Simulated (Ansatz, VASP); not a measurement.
**One calculation of AlN, two programs**

```
Al N
1.0
     3.05097    0.00000    0.00000
    -1.52548    2.64222    0.00000
     0.00000    0.00000    4.85955
Al N
2 2
Cartesian
  0.0000 1.7615 -0.0083
  1.5255 0.8807 2.4214
  0.0000 1.7615 1.8550
  1.5255 0.8807 4.2847
```

Alike in both runs: functional PBE; k mesh 10 × 10 × 6; occupations gaussian, width 0.05 eV; no spin polarisation.

Ansatz relaxed the structure, and its values are those at the end. VASP's run is a single point on that final structure, the one shown.

```csv
,VASP,Ansatz
version,VASP 6.6.1,Ansatz 0.2.0
potentials or method,"VASP PAW PBE potentials, release 64 (Al, N)","scalar-relativistic, plane waves, PAW"
plane-wave cutoff (eV),520,420
valence electrons in the cell,16,16
```

Ansatz gave:

| Item | Value |
| --- | --- |
| gap on the k mesh at the Fermi level (eV) | 4.73 |
| least direct gap on the mesh (eV) | 4.73 |
| pressure (GPa) | 18.9 |

Question: Estimate VASP's values.

Answer: gap on the k mesh at the Fermi level (eV): 4.74; least direct gap on the mesh (eV): 4.74; pressure (GPa): 18.7.

With one functional, cell and mesh, what is left measures potentials, basis and numerics.

Caveats: so large a pressure means that the cell lies far from this level's equilibrium, or that cutoff or potentials fall short (VASP). A k mesh can miss the band edges. As with any semilocal functional, this PBE gap is likely too small.
